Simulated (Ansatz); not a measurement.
**Lattice dynamics of LiBr(001) slab, 2 layers**

Wanted: phonon frequencies of LiBr(001) slab, 2 layers and what follows from them.

Calculated with Ansatz 0.2.0; DFT PBEsol, scalar-relativistic, plane waves, PAW; PAW set soft_1.

Report form: the programs' logs are mostly left out.

**1. Set-up**

The cell holds 4 atoms: 2 Br and 2 Li. Cell: a = 3.889 Å, b = 3.889 Å, c = 15.750 Å, α = 90.0°, β = 90.0°, γ = 90.0°. Vacuum lies along c.

**2. Relaxation**

The cell and atoms are relaxed, since residual forces and stress would shift the frequencies.

The program solves this slab on a cell height of its own, 29.3 Å, in place of the one typed.

Contents of input.yaml:

```yaml
crystal:
  lattice:
    - [2.75, 2.75, 0.0]
    - [-2.75, 2.75, 0.0]
    - [0.0, 0.0, 15.75]
  atoms:
    - { symbol: Br, position: [0.5, 0.5, 0.412698] }
    - { symbol: Br, position: [0.0, 0.0, 0.587302] }
    - { symbol: Li, position: [0.0, 0.0, 0.412698] }
    - { symbol: Li, position: [0.5, 0.5, 0.587302] }
  periodic: [true, true, false]
kpoints:
  mp_grid: { grid: [6, 6, 1] }
hamiltonian:
  xc: pbesol
  pseudopotentials: { kind: paw, azcp: { folder: soft_1 }, xc_functional: pbe }
scf:
  occupations: { method: gaussian, width: 0.02 }
output:
  forces: true
  stress: true
  eigenvalues: true
  write_density: true
  write_potential: true
  elf: true
  volumetric_format: npy
relax:
  adjacent_minimum: "off"
  f_tol: 0.005
  max_steps: 80
  cell: { stress_2d_tol: 0.02 }
```

Command:

```console
ansatz run input.yaml --threads 4 --pin off --max-ram 16384MiB --backend cpu --events-out ev --progress --plain --runs-dir out
```

The job ended after 13 s (4 threads of Arm Neoverse V1, shared host; peak memory 0.64 GiB; 48 s of CPU time).

Step by step:

| step | energy less that of the first step (eV) | largest force component (eV/Å) | volume (Å³) |
| --- | --- | --- | --- |
| 1 | 0.0000 | 0.3358 | 443.16 |
| 2 | -0.1264 | 0.1166 | 432.08 |
| 3 | -0.0160 | 0.8206 | 415.99 |
| 4 | -0.1663 | 0.0545 | 419.02 |
| 5 | -0.1799 | 0.0156 | 401.96 |
| 6 | -0.1802 | 0.0068 | 403.77 |
| 7 | -0.1803 | 0.0021 | 403.98 |
| 8* | -0.1799 | 0.0020 | 403.98 |

Relaxation steps marked * repeat the geometry before them on a plane-wave basis chosen anew for their cell, so energy and pressure can jump there. Relaxation step 3 was tried and not accepted.

Forces are held to the 16 operations that the run works with; a distortion that breaks them can't arise in this run.

| cell as run | before | after | change |
| --- | --- | --- | --- |
| a (Å) | 3.889 | 3.713 | -4.5 % |
| b (Å) | 3.889 | 3.713 | -4.5 % |

The atoms that moved most (Å, along periodic axes as changes of fractional coordinates times the final cell, across vacuum about the mean position):

| atom | dx | dy | dz | length |
| --- | --- | --- | --- | --- |
| Li3 | 0.000 | 0.000 | 0.264 | 0.264 |
| Li4 | 0.000 | 0.000 | -0.264 | 0.264 |
| Br1 | 0.000 | 0.000 | -0.100 | 0.100 |
| Br2 | 0.000 | 0.000 | 0.100 | 0.100 |

Final coordinates:

```xyz
4
Lattice="2.6256 2.6256 0.0000 -2.6256 2.6256 0.0000 0.0000 0.0000 29.3000" Properties=species:S:1:pos:R:3
Br    0.0000    2.6256    6.4005
Br    0.0000    0.0000    9.3495
Li    0.0000    0.0000    6.7635
Li    0.0000    2.6256    8.9865
```

Numbers from this step:

```
gap on the k-mesh  : 5.040 eV
direct gap on mesh : 5.230 eV
area per atom      : 3.447 Å²
```

Electrostatic potential energy in the ac plane at fractional y = 0.000, with atoms of Br and Li within 0.2 Å of it. With pseudopotentials it is smooth inside the atoms' cores, unlike the true potential.

Ten even steps from '_' (-22 eV) to '@' (0 eV), each cell a mean:
```
@@@@@@@@@@@@@@@@@@@@@@@@@@@@
@@@@@@@@@@@@@@@@@@@@@@@@@@@@
@@@@@@@@@@@@@@@@@@@@@@@@@@@@
@@@@@@@@@@@@@@@@@@@@@@@@@@@@
@@@@@@@@@@@@@@@@@@@@@@@@@@@@
@@@@@@@@@@@@@@@@@@@@@@@@@@@@
@@@@@@@@@@@@@@@@@@@@@@@@@@@@
@@@@@@@@@@@@@@@@@@@@@@@@@@@@
@@@@@@@@@@@@@@@@@@@@@@@@@@@@
@@@@@@@@@@@@@@@@@@@@@@@@@@@@
@@@@@@@@@@@@@@@@@@@@@@@@@@@@
@@@@@@@@@@@@@@@@@@@@@@@@@@@@
@@@@@@@@@@@@@@@@@@@@@@@@@@@@
@@@@@@@@@@@@@@@@@@@@@@@@@@@@
@@@@@@@@@@@@@@@@@@@@@@@@@@@@
--==++##%%@@@@@@@@@@%%**====
______--##%%@@@@@@%%**..____
++**##%%@@@@@@@@@@@@%%%%##**
____::**%%@@@@@@@@%%%%++::__
%%%%%%@@@@@@@@@@@@@@@@@@%%%%
@@@@@@@@@@@@@@@@@@@@@@@@@@@@
@@@@@@@@@@@@@@@@@@@@@@@@@@@@
@@@@@@@@@@@@@@@@@@@@@@@@@@@@
@@@@@@@@@@@@@@@@@@@@@@@@@@@@
```
Columns run along a (3.7 Å; values clipped at the 3rd and 97th percentile), rows up along c (29.3 Å). Atoms in or near the plane, at fractional coordinates: Br at (0.00, 0.32), Li at (0.00, 0.23).

Valence density in the ac plane at fractional y = 0.000, with atoms of Br and Li within 0.2 Å of it. It is the smooth field of the valence electrons, not physical close to the nuclei.

Values in e/Å³, 24 rows by 14 columns, each cell a mean:
```
0.0 0.0 0.0 0.0 0.0 0.0 0.0 0.0 0.0 0.0 0.0 0.0 0.0 0.0
0.0 0.0 0.0 0.0 0.0 0.0 0.0 0.0 0.0 0.0 0.0 0.0 0.0 0.0
0.0 0.0 0.0 0.0 0.0 0.0 0.0 0.0 0.0 0.0 0.0 0.0 0.0 0.0
0.0 0.0 0.0 0.0 0.0 0.0 0.0 0.0 0.0 0.0 0.0 0.0 0.0 0.0
0.0 0.0 0.0 0.0 0.0 0.0 0.0 0.0 0.0 0.0 0.0 0.0 0.0 0.0
0.0 0.0 0.0 0.0 0.0 0.0 0.0 0.0 0.0 0.0 0.0 0.0 0.0 0.0
0.0 0.0 0.0 0.0 0.0 0.0 0.0 0.0 0.0 0.0 0.0 0.0 0.0 0.0
0.0 0.0 0.0 0.0 0.0 0.0 0.0 0.0 0.0 0.0 0.0 0.0 0.0 0.0
0.0 0.0 0.0 0.0 0.0 0.0 0.0 0.0 0.0 0.0 0.0 0.0 0.0 0.0
0.0 0.0 0.0 0.0 0.0 0.0 0.0 0.0 0.0 0.0 0.0 0.0 0.0 0.0
0.0 0.0 0.0 0.0 0.0 0.0 0.0 0.0 0.0 0.0 0.0 0.0 0.0 0.0
0.0 0.0 0.0 0.0 0.0 0.0 0.0 0.0 0.0 0.0 0.0 0.0 0.0 0.0
0.0 0.0 0.0 0.0 0.0 0.0 0.0 0.0 0.0 0.0 0.0 0.0 0.0 0.0
0.0 0.0 0.0 0.0 0.0 0.0 0.0 0.0 0.0 0.0 0.0 0.0 0.0 0.0
0.0 0.0 0.0 0.0 0.0 0.0 0.0 0.0 0.0 0.0 0.0 0.0 0.0 0.0
0.7 0.6 0.5 0.3 0.2 0.1 0.0 0.0 0.0 0.1 0.2 0.4 0.6 0.7
0.5 0.8 1.0 0.7 0.4 0.2 0.1 0.1 0.1 0.2 0.4 0.9 1.0 0.7
0.4 0.3 0.2 0.1 0.1 0.0 0.0 0.0 0.0 0.1 0.1 0.1 0.2 0.3
4.4 2.2 0.4 0.1 0.0 0.1 0.1 0.1 0.1 0.1 0.0 0.1 0.6 2.8
0.0 0.0 0.0 0.0 0.0 0.0 0.0 0.0 0.0 0.0 0.0 0.0 0.0 0.0
0.0 0.0 0.0 0.0 0.0 0.0 0.0 0.0 0.0 0.0 0.0 0.0 0.0 0.0
0.0 0.0 0.0 0.0 0.0 0.0 0.0 0.0 0.0 0.0 0.0 0.0 0.0 0.0
0.0 0.0 0.0 0.0 0.0 0.0 0.0 0.0 0.0 0.0 0.0 0.0 0.0 0.0
0.0 0.0 0.0 0.0 0.0 0.0 0.0 0.0 0.0 0.0 0.0 0.0 0.0 0.0
```
Columns run along a (3.7 Å), rows up along c (29.3 Å). Atoms in or near the plane, at fractional coordinates: Br at (0.00, 0.32), Li at (0.00, 0.23).

ELF in the ac plane at fractional y = 0.000, with atoms of Br and Li within 0.2 Å of it. It is the smooth field of the valence electrons, not physical close to the nuclei.

Values, 24 rows by 14 columns, each cell a mean:
```
0.00 0.00 0.00 0.00 0.00 0.00 0.00 0.00 0.00 0.00 0.00 0.00 0.00 0.00
0.00 0.00 0.00 0.00 0.00 0.00 0.00 0.00 0.00 0.00 0.00 0.00 0.00 0.00
0.00 0.00 0.00 0.00 0.00 0.00 0.00 0.00 0.00 0.00 0.00 0.00 0.00 0.00
0.00 0.00 0.00 0.00 0.00 0.00 0.00 0.00 0.00 0.00 0.00 0.00 0.00 0.00
0.00 0.00 0.00 0.00 0.00 0.00 0.00 0.00 0.00 0.00 0.00 0.00 0.00 0.00
0.00 0.00 0.00 0.00 0.00 0.00 0.00 0.00 0.00 0.00 0.00 0.00 0.00 0.00
0.00 0.00 0.00 0.00 0.00 0.00 0.00 0.00 0.00 0.00 0.00 0.00 0.00 0.00
0.00 0.00 0.00 0.00 0.00 0.00 0.00 0.00 0.00 0.00 0.00 0.00 0.00 0.00
0.00 0.00 0.00 0.00 0.00 0.00 0.00 0.00 0.00 0.00 0.00 0.00 0.00 0.00
0.00 0.00 0.00 0.00 0.00 0.00 0.00 0.00 0.00 0.00 0.00 0.00 0.00 0.00
0.00 0.00 0.00 0.00 0.00 0.00 0.00 0.00 0.00 0.00 0.00 0.00 0.00 0.00
0.00 0.00 0.00 0.00 0.00 0.00 0.00 0.00 0.00 0.00 0.00 0.00 0.00 0.00
0.00 0.00 0.00 0.00 0.00 0.00 0.00 0.00 0.00 0.00 0.00 0.00 0.00 0.00
0.01 0.01 0.01 0.00 0.00 0.00 0.00 0.00 0.00 0.00 0.00 0.01 0.01 0.01
0.29 0.27 0.24 0.17 0.10 0.04 0.01 0.00 0.01 0.05 0.12 0.20 0.25 0.28
0.75 0.79 0.81 0.75 0.63 0.36 0.09 0.04 0.15 0.44 0.66 0.78 0.81 0.78
0.33 0.47 0.77 0.85 0.77 0.52 0.16 0.07 0.25 0.61 0.80 0.85 0.70 0.41
0.48 0.45 0.40 0.31 0.20 0.09 0.04 0.03 0.05 0.12 0.22 0.34 0.41 0.46
0.77 0.59 0.15 0.02 0.04 0.06 0.07 0.07 0.07 0.06 0.04 0.03 0.26 0.66
0.01 0.01 0.01 0.02 0.03 0.03 0.03 0.03 0.03 0.03 0.03 0.02 0.01 0.01
0.00 0.00 0.00 0.00 0.00 0.00 0.00 0.00 0.00 0.00 0.00 0.00 0.00 0.00
0.00 0.00 0.00 0.00 0.00 0.00 0.00 0.00 0.00 0.00 0.00 0.00 0.00 0.00
0.00 0.00 0.00 0.00 0.00 0.00 0.00 0.00 0.00 0.00 0.00 0.00 0.00 0.00
0.00 0.00 0.00 0.00 0.00 0.00 0.00 0.00 0.00 0.00 0.00 0.00 0.00 0.00
```
Columns run along a (3.7 Å), rows up along c (29.3 Å). Atoms in or near the plane, at fractional coordinates: Br at (0.00, 0.32), Li at (0.00, 0.23).

**3. Tight relaxation**

Phonons need a cell at rest on their own settings, so the relaxation is repeated with tight tolerances on forces and stress on the k mesh and occupations of the first response run.

Contents of input.yaml:

```yaml
crystal:
  lattice:
    - [2.6256032477, 2.6256032477, 0.0]
    - [-2.6256032477, 2.6256032477, 0.0]
    - [0.0, 0.0, 29.300026]
  atoms:
    - { symbol: Br, position: [0.5, 0.5, 0.2184460287] }
    - { symbol: Br, position: [0.0, 0.0, 0.3190961564] }
    - { symbol: Li, position: [0.0, 0.0, 0.2308359739] }
    - { symbol: Li, position: [0.5, 0.5, 0.3067062112] }
  periodic: [true, true, false]
kpoints:
  mp_grid: { grid: [8, 8, 1] }
hamiltonian:
  xc: pbesol
  pseudopotentials: { kind: paw, azcp: { folder: soft_1 }, xc_functional: pbe }
scf:
  occupations: { method: fixed }
output:
  forces: true
  stress: true
  eigenvalues: true
relax:
  adjacent_minimum: "off"
  f_tol: 0.001
  max_steps: 60
  cell: { stress_2d_tol: 0.002 }
```

The job ended after 6.8 s (4 threads; peak memory 0.64 GiB).

Little changed from the start: no atom moved by 0.005 Å and no cell edge by 0.1 %.

This step gave:

* gap on the k-mesh: 5.028 eV
* direct gap on mesh: 5.231 eV

The largest force component left is 0.51 meV/Å, within the tolerances set.

**4. Linear response at the zone centre**

The zone centre comes first: it holds the modes that light can see, as far as symmetry allows. The response to a homogeneous field gives the Born charges and the dielectric tensor.

input.yaml, the sections that differ from step 3:

```yaml
crystal:
  lattice:
    - [2.6254756881, 2.6254756881, 0.0]
    - [-2.6254756881, 2.6254756881, 0.0]
    - [0.0, 0.0, 29.300026]
  atoms:
    - { symbol: Br, position: [0.5, 0.5, 0.2184686586] }
    - { symbol: Br, position: [0.0, 0.0, 0.3190735265] }
    - { symbol: Li, position: [0.0, 0.0, 0.230854918] }
    - { symbol: Li, position: [0.5, 0.5, 0.3066872671] }
  periodic: [true, true, false]
output:
  eigenvalues: true
phonons:
  method: dfpt
  dielectric: true
# kpoints, hamiltonian, scf: as in step 3
# relax: removed
```

Wall time 54 s (4 threads); peak memory 1 GiB.

Numbers from this step:

```
sum-rule residual before enforcement                    : 2.06e-4 eV/Å²
miss of the charge sum rule                             : 0.004560 e
estimated error of the dielectric tensor                : 0.002219
estimated error of the Born charges                     : 0.009766 e
point group                                             : 4/mmm
highest optical mode at the zone centre (no LO-TO term) : 326.0 cm⁻¹
lowest optical zone-centre mode                         : 63.98 cm⁻¹
largest Born charge (third of the trace)                : -0.9282 e
```

Without the LO-TO term. Patterns of degenerate modes are one choice out of their space. Modes at Γ, with each element's share of the kinetic energy:

| mode | frequency (cm⁻¹) | symmetry | Br % | Li % |
| --- | --- | --- | --- | --- |
| 1 | 0.0 | acoustic | 92 | 8 |
| 2 | 0.0 | acoustic | 92 | 8 |
| 3 | 0.0 | acoustic | 92 | 8 |
| 4 | 64.0 | Eg | 95 | 5 |
| 5 | 64.0 | Eg | 95 | 5 |
| 6 | 98.8 | A1g | 99 | 1 |
| 7 | 212.4 | Eu | 8 | 92 |
| 8 | 212.4 | Eu | 8 | 92 |
| 9 | 224.4 | Eg | 5 | 95 |
| 10 | 224.4 | Eg | 5 | 95 |
| 11 | 248.2 | A1g | 1 | 99 |
| 12 | 326.0 | A2u | 8 | 92 |

Displacements in mode 4 (64.0 cm⁻¹), the largest set to 1:
```
Br1 -0.21 -1.00  0.00
Br2  0.21  1.00  0.00
Li3 -0.16 -0.76  0.00
Li4  0.16  0.76  0.00
```

Displacements in mode 7 (212.4 cm⁻¹), the largest set to 1:
```
Br1  0.00 -0.09  0.00
Br2  0.00 -0.09  0.00
Li3 -0.03  1.00  0.00
Li4 -0.03  1.00  0.00
```

High-frequency dielectric tensor, averaged over the cell of height 29.3 Å or as lengthened by the program, vacuum included. Tensor:

|  | x | y | z |
| --- | --- | --- | --- |
| x | 1.493 | 0 | 0 |
| y | 0 | 1.493 | 0 |
| z | 0 | 0 | 1.147 |

Born charge (rows field, columns displacement) (e), principal values of the symmetric part by kind of site:

| atom | atoms with these values | low | middle | high | mean |
| --- | --- | --- | --- | --- | --- |
| Br1 | 2 | -1.25 | -1.25 | -0.29 | -0.93 |
| Li3 | 2 | 0.29 | 1.25 | 1.25 | 0.93 |

In full for Br1:

```
-1.25  0.00  0.00
 0.00 -1.25  0.00
 0.00  0.00 -0.29
```

Transverse modes. Lines of the infrared spectrum (strongest = 100):

| position (cm⁻¹) | label | relative intensity |
| --- | --- | --- |
| 64 | Eg | 0.0 |
| 99 | A1g | 0.0 |
| 212 | Eu | 100 |
| 224 | Eg | 0.0 |
| 248 | A1g | 0.0 |
| 326 | A2u | 2.6 |

Before it was imposed, the acoustic sum rule was missed by 2.1e-4 eV/Å² and the charge sum rule by 0.0046 e. Small misses are needed for a sound result but don't prove that mesh and cutoff are converged. The lowest optical mode is real, 64.0 cm⁻¹.

**5. Response at finite wavevector**

Stability and thermal properties need the whole zone. Linear response on a 4×4×1 q mesh gives force constants as far as a supercell of that size would, and the tensors from the zone-centre run are typed in so that the long-range dipole term is interpolated apart.

This step: DFT PBEsol, scalar-relativistic, plane waves, PAW (Ansatz 0.2.0).

input.yaml, the sections that differ from step 4:

```yaml
phonons:
  method: dfpt
  qmesh: [4, 4, 1]
  temperatures: { t_max: 1000, t_step: 50 }
  qpath:
    path: [[0.0, 0.0, 0.0], [0.0, 0.5, 0.0], [0.5, 0.5, 0.0], [0.0, 0.0, 0.0]]
    npoints: 10
  non_analytic_term:
    high_frequency_dielectric_tensor: [[1.4931, 0.0, 0.0], [0.0, 1.4931, 0.0], [0.0, 0.0, 1.1469]]
    born_effective_charges:
      - { species: Br, tensor: [[-1.2498, 0.0, 0.0], [0.0, -1.2498, 0.0], [0.0, 0.0, -0.2851]] }
      - { species: Br, tensor: [[-1.2498, 0.0, 0.0], [0.0, -1.2498, 0.0], [0.0, 0.0, -0.2851]] }
      - { species: Li, tensor: [[1.2498, 0.0, 0.0], [0.0, 1.2498, 0.0], [0.0, 0.0, 0.2851]] }
      - { species: Li, tensor: [[1.2498, 0.0, 0.0], [0.0, 1.2498, 0.0], [0.0, 0.0, 0.2851]] }
    source: "zone-centre run at this cell"
# crystal, kpoints, hamiltonian, scf, output: as in step 4
```

It took 0.1 s on 4 threads; peak memory 0.094 GiB.

The input was rejected at the start.

The program's message: “Error: invalid value for `phonons.non_analytic_term`: in a vacuum only a neutral sheet or wire takes such a term, with phonons.isolated: true”

**6. Response at finite wavevector**

Edit input.yaml of step 5 so:

```diff
@@ -21,3 +21,3 @@
 phonons:
-  method: dfpt
+  method: fd
   qmesh: [4, 4, 1]
```

Run time: 0.13 s. Hardware: 4 threads; peak memory 0.092 GiB.

The program refused the input before any cycle.

The program's message: “Error: invalid value for `phonons.non_analytic_term`: in a vacuum only a neutral sheet or wire takes such a term, with phonons.isolated: true”

**7. Phonons on a q mesh**

Stability and thermal properties need the whole zone. Linear response on a 4×4×1 q mesh gives force constants as far as a supercell of that size would.

This step: DFT PBEsol, scalar-relativistic, plane waves, PAW; PAW set soft_1 (Ansatz 0.2.0).

input.yaml, the sections that differ from step 6:

```yaml
phonons:
  method: dfpt
  dielectric: false
  qmesh: [4, 4, 1]
  temperatures: { t_max: 1000, t_step: 50 }
  qpath:
    path: [[0.0, 0.0, 0.0], [0.0, 0.5, 0.0], [0.5, 0.5, 0.0], [0.0, 0.0, 0.0]]
    npoints: 10
# crystal, kpoints, hamiltonian, scf, output: as in step 6
```

Elapsed: 5.6 min, on 4 threads; peak memory 1.3 GiB.

Frequencies (cm⁻¹) solved at each irreducible wavevector; negative means imaginary. Frequencies by wavevector, by row:

| q in reciprocal lattice units | star | mode 1 | mode 2 | mode 3 | mode 4 | mode 10 | mode 11 | mode 12 |
| --- | --- | --- | --- | --- | --- | --- | --- | --- |
| 0 0 0 | 1 | 0 | 0 | 0 | 64 | 224.4 | 248.2 | 326 |
| 0 0.25 0 | 4 | 31.2 | 41.8 | 68.2 | 78 | 241.1 | 343 | 351.8 |
| 0 -0.5 0 | 2 | 63.8 | 63.8 | 65.5 | 65.5 | 229.5 | 365.3 | 365.3 |
| 0.25 0.25 0 | 4 | 39.6 | 70 | 80.1 | 96.8 | 236.4 | 308.8 | 312.1 |
| 0.25 -0.5 0 | 4 | 62.2 | 62.2 | 91.9 | 91.9 | 229.2 | 298.6 | 298.6 |
| -0.5 -0.5 0 | 1 | 61.2 | 61.2 | 89 | 89 | 240.1 | 243.6 | 243.6 |

Symmetry leaves 6 wavevectors to solve. The lowest mode among them, the acoustic zeros apart, lies at q = (0, 0.25, 0) and is real, 31.2 cm⁻¹.

**8. Summary of results**

```
space group after relaxation (within 0.01 Å)            : P4/nmm
area per atom                                           : 3.45 Å²
gap on the k-mesh                                       : 5.03 eV
highest optical mode at the zone centre (no LO-TO term) : 326 cm⁻¹
lowest optical zone-centre mode                         : 64.0 cm⁻¹
largest Born charge (third of the trace)                : -0.928 e
lowest mode on the q mesh (acoustic modes at Γ apart)   : 31.2 cm⁻¹
highest frequency on the path or at a solved wavevector : 375 cm⁻¹
zero-point energy per atom                              : 31.3 meV
heat capacity at 300 K                                  : 23.3 J/(mol atoms K)
vibrational entropy at 300 K                            : 36.4 J/(mol atoms K)
imaginary modes on the 4×4×1 q mesh                     : none
```

**Reading.** The structure is a minimum as far as tested: no mode is imaginary at the 6 irreducible wavevectors of the 4×4×1 mesh, and the softest away from the acoustic zeros lies at 31 cm⁻¹. Without the field, the optical modes at Γ span 64 to 326 cm⁻¹. The highest mode in this list at Γ, 326.0 cm⁻¹, is mostly motion of Li (92 % of the kinetic energy). The strongest infrared line is at 212 cm⁻¹. On the path and the mesh, the widest gap between branches runs from 125 to 207 cm⁻¹. In a sheet or slab the interpolated bending branch near Γ is rough, since the rotational sum rule isn't imposed. The interpolation holds no dipole term, so the longitudinal optical branches lack the steep rise from Γ that a polar sheet shows. Dielectric tensors refer to the cell with its vacuum. The PAW files were made for PBE and serve the other functionals too. The starting cell was built on a prototype and not taken from a measurement. These are harmonic frequencies at zero temperature: anharmonic shifts, linewidths and thermal expansion are left out.

[Logs are printed without paths, hosts, clocks, repeated set-up lines and the standing remarks that a program may print on its own settings, such as how far it seeks lower states.]

[Hosts, paths, dates, database ids (printed as entryN), source tags and the programs' standing remarks are cut or masked in the printed files.]
